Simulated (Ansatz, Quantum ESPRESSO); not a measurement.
## SiC [001], wurtzite: pulling along c

The c axis is held at a set length while the cell relaxes sideways. How do the lateral strain and the stress follow? The strained cell has c along the load; unstrained it is a = 3.0760 Å, b = 3.0760 Å, c = 5.0478 Å, α = 90.00°, β = 90.00°, γ = 120.00°, with 4 atoms.

Calculated with Quantum ESPRESSO 7.5, PBEsol, GBRV 1.5 ultrasoft potentials, cutoff 680 eV, Fermi–Dirac smearing 0.02 eV, k-mesh 10×10×6, no spin polarisation, no spin-orbit coupling.

Relaxed positions at 0 %:

```
atom       x       y       z
  Si  0.3333  0.6667  0.0009
  Si  0.6667  0.3333  0.5009
   C  0.6667  0.3333  0.1251
   C  0.3333  0.6667  0.6251
```

| ε_c (%) | a (Å) | c (Å) | ε_a (%) | σ (GPa, tension positive) |
| --- | --- | --- | --- | --- |
| −3 | 3.0860 | 4.8964 | 0.324 | −16.61 |
| −2 | 3.0823 | 4.9469 | 0.206 | −10.97 |
| −1 | 3.0790 | 4.9974 | 0.098 | −5.42 |
| 0 | 3.0760 | 5.0478 | 0.000 | 0.00 |
| 1 | 3.0732 | 5.0983 | −0.089 | 5.27 |
| 3 | 3.0686 | 5.1993 | −0.239 | 15.21 |

**Question.** Fit both responses and give the free strain and the stress at +2 %, a row left out above.

Least squares with y = y0 + y1 ε + y2 ε² (ε in %) gives ε_a = 0.000 + (−0.0938) ε + (0.0047) ε² and σ = 0.00 + (5.311) ε + (−0.078) ε² GPa. The linear terms put the ratio of free to applied strain at −0.094 and the Young modulus at 531 GPa.

At +2 % the free strain comes out as −0.169 %. The run itself gives −0.168 %, so the estimate misses by 0.001 %, a rounding's worth.

The stress comes out as 10.30 GPa. The run itself gives 10.34 GPa, so the estimate misses by 0.04 GPa; the fitted rows themselves lie up to 0.04 GPa off the law.

The negative ε² term means that the crystal stiffens in compression and softens in tension.

The same fit over all rows at other levels or in other programs gives the strain ratio = −0.094 with PBEsol (Ansatz) and −0.091 with PBEsol (Quantum ESPRESSO, PseudoDojo).

[Logs are printed without paths, hosts, clocks, repeated set-up lines and the standing remarks that a program may print on its own settings, such as how far it seeks lower states.]
